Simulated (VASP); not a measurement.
The system is Mg.

```
Mg
1.0
    -1.82413    1.82413    1.72816
     1.82413   -1.82413    1.72816
     1.82413    1.82413   -1.72816
Mg
1
Direct
  0.00000 0.00000 0.00000
```

This isn't the form of Mg at room conditions, which is hcp.

```yaml
Program: VASP 6.6.1
Task: relaxation of cell and atoms
Functional: LDA
Potentials_or_basis: VASP PAW LDA potentials, release 64 (Mg)
Cutoff: 600 eV
k_mesh: 16 × 16 × 16
Occupations: fermi-dirac, width 0.15 eV
Spin: no spin polarisation
```

At the start: pressure -2.4 GPa; volume 23.00 Å³/atom.

Task: Where does the relaxation end?

Result: Over 20 steps the energy falls by 12.1 meV/atom and the volume is 21.45 Å³/atom (-6.8 %); space group Im-3m (No. 229, to 0.05 Å).

Step by step:
```tsv
step	energy change (eV)	largest force (eV/Å)	pressure (GPa)	volume (Å³)
1	0.0000	0.0000	-2.37	23.00
2	-0.0110	0.0000	-0.74	21.89
3	-0.0120	0.0000	-0.03	21.48
4	-0.0120	0.0000	0.02	21.46
5	-0.0120	0.0000	0.01	21.47
6	-0.0120	0.0000	-0.01	21.48
7	-0.0120	0.0000	-0.01	21.48
8	-0.0120	0.0000	-0.01	21.48
9	-0.0120	0.0000	-0.02	21.47
10	-0.0120	0.0000	-0.01	21.47
11	-0.0120	0.0000	-0.01	21.46
12	-0.0121	0.0000	0.02	21.44
13	-0.0120	0.0000	0.16	21.37
14	-0.0121	0.0000	0.06	21.41
15	-0.0121	0.0000	0.05	21.42
16	-0.0121	0.0000	0.02	21.44
17	-0.0121	0.0000	0.01	21.44
18	-0.0121	0.0000	0.01	21.44
19	-0.0121	0.0000	0.01	21.44
20	-0.0121	0.0000	0.00	21.45
```

Final structure:
```cif
data_structure
_symmetry_space_group_name_H-M 'P 1'
_symmetry_Int_Tables_number 1
_cell_length_a 3.0316
_cell_length_b 3.0316
_cell_length_c 3.0316
_cell_angle_alpha 109.536
_cell_angle_beta 109.536
_cell_angle_gamma 109.342
_cell_volume 21.45
loop_
_atom_site_label
_atom_site_type_symbol
_atom_site_fract_x
_atom_site_fract_y
_atom_site_fract_z
_atom_site_occupancy
Mg1 Mg 0.00000 0.00000 0.00000 1
```
